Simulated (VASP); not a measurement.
The system is FeO (Wuestite).

```
CELL_PARAMETERS angstrom
2.15540 2.15540 4.31080
2.15540 -2.15540 0.00000
2.15540 2.15540 0.00000
ATOMIC_POSITIONS crystal
Fe 0.00000 0.00000 0.00000
Fe 0.50000 0.50000 0.00000
O 0.50000 0.00000 0.50000
O 0.00000 0.50000 0.50000
```

Base run:

- Program: VASP 6.6.1
- Functional: LDA
- Potentials or basis: VASP PAW LDA potentials, release 64 (Fe, O)
- Cutoff: 520 eV
- k mesh: 8 × 8 × 8
- Occupations: fermi-dirac, width 0.05 eV
- Spin: collinear spin, ferromagnetic start
- Starting moments: [3.0, 3.0, 0.0, 0.0] μB

Its results: band gap on the k mesh none (metal or under the smearing width); pressure -15.3 GPa.

Problem. The run is repeated on the same cell with these changes: spin from collinear spin, ferromagnetic start to no spin polarisation. What comes out?

Solution. Band gap on the k mesh none (metal or under the smearing width); pressure -39.9 GPa.

Caveats: semilocal functionals often make such compounds metallic where correlation or magnetic order opens a gap, which also shifts bond lengths; a pressure of tens of GPa on the cell as given is suspect, and the run, the potentials or the cell itself is likely at fault (some runs); the real-space grid breaks the cell's symmetry a little (some runs).
